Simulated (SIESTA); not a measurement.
## CdSe (Cadmoselite) under changes of volume

One of the cells (28.102 Å³/atom); the others are scaled copies at fixed shape and fractional positions:

```
Cd Se
1.0
     4.30000    0.00000    0.00000
    -2.15000    3.72391    0.00000
     0.00000    0.00000    7.02000
Cd Se
2 2
Direct
  0.66667 0.33333 0.50000
  0.33333 0.66667 0.00000
  0.66667 0.33333 0.88500
  0.33333 0.66667 0.38500
```

| Quantity | Value |
| --- | --- |
| Program | SIESTA 5.4.2 |
| Functional | LDA |
| Potentials or basis | PseudoDojo 0.4 standard (LDA files) |
| Basis | DZP (energy shift 0.003 Ry; two zetas on semicore shells) |
| Grid cutoff | 800 Ry |
| Energy shift | 0.003 Ry |
| k mesh | 7 × 7 × 4 |
| Occupations | fermi-dirac, width 0.05 eV |
| Spin | no spin polarisation |

```tsv
volume (Å³/atom)	energy over the lowest point (meV/atom)	pressure (GPa)	gap on the mesh (eV)	largest force (eV/Å)
26.416	5.67	2.2	0.85	0.373
26.978	0.52	0.8	0.79	0.347
27.540	0.00	-0.5	0.72	0.322
28.102	3.59	-1.6	0.66	0.297
28.665	10.80	-2.5	0.60	0.275
29.227	21.24	-3.4	0.54	0.255
29.789	?	?	?	?
```

Problem. What does the run at 29.789 Å³/atom give?

Solution. Energy over the lowest point 34.53 meV/atom; pressure -4.2 GPa; gap on the mesh 0.49 eV; largest force 0.237 eV/Å.

Worked out: A Birch-Murnaghan fit of order 3 (a polynomial in V^(-2/3)) to the other rows has its minimum at 27.32 Å³/atom with B0 = V·E''(V) = 59 GPa and B' = 4.9 at fixed shape and positions, which overstates the stiffness. It gives 34.51 meV/atom at 29.789 Å³/atom, against the run's 34.53, and -dE/dV = -4.2 GPa, against -4.2. A straight line through the other rows of the gap, of slope -3.08 eV per unit of ln V (its deformation potential), extrapolates to 0.48 eV, against the run's 0.49.

Energies are extrapolated to zero smearing.

Caveats: an odd mesh through Γ misses points on the zone boundary, where band edges often lie; the basis of atomic orbitals isn't converged, which shifts pressures, moduli and gaps. Spin-orbit coupling on Cd, Se is left out.
